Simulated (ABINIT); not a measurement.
Runs of ABINIT 10.8.3 (patched build) on Si2Mo. The structure is tetragonal, space group I4/mmm (No. 139). Conventional cell: a = 3.200 Å, b = 3.200 Å, c = 7.861 Å, α = 90.00°, β = 90.00°, γ = 90.00°. Mo (site symmetry 4/mmm) is surrounded by 10 Si at 2.62 Å. Around Si (site symmetry 4mm) lie 5 Si at 2.61 to 2.63 Å and 5 Mo at 2.62 Å. 

```tsv
task	level	potentials or basis	cell	k mesh	cutoff (eV)	cutoff smearing ecutsm (Ha)	stop of the response cycle (tolvrs)	acoustic sum rule (asr)	cell freedom (optcell)	optimiser (ionmov)	gap on the mesh (eV)	pressure (GPa)	largest force (eV/Å)
phonons	PBEsol	PseudoDojo NC SR PBEsol v0.4.1 standard	cell relaxed at zero pressure by an earlier run	8 × 8 × 8	1088	0.5	1e-09	1	-	-	none	0.0	0.01
single point	PBE	PseudoDojo NC SR PBE v0.4 stringent	as given	9 × 9 × 9	980	-	-	-	-	-	none	2.1	(a)
relaxation of cell and atoms	PBEsol	PseudoDojo NC SR PBEsol v0.4.1 standard	relaxed	9 × 9 × 9	1088	0.5	-	-	2	2	none	0.0	-
single point	PBEsol	PseudoDojo NC SR PBEsol v0.4.1 standard	cell relaxed	9 × 9 × 9	1088	-	-	-	-	-	none	0.0	-
```

Alike in all rows: no spin polarisation; smearing fermi-dirac 0.05 eV.

Task: Estimate the missing entries.

Result: (a) 0.30.

Caveats: the mesh is coarse for a metal's response (some runs).

A k mesh can miss the band edges, and the runs leave out spin-orbit coupling on Mo.

A gap of «none» marks a metal or a gap under the smearing width.
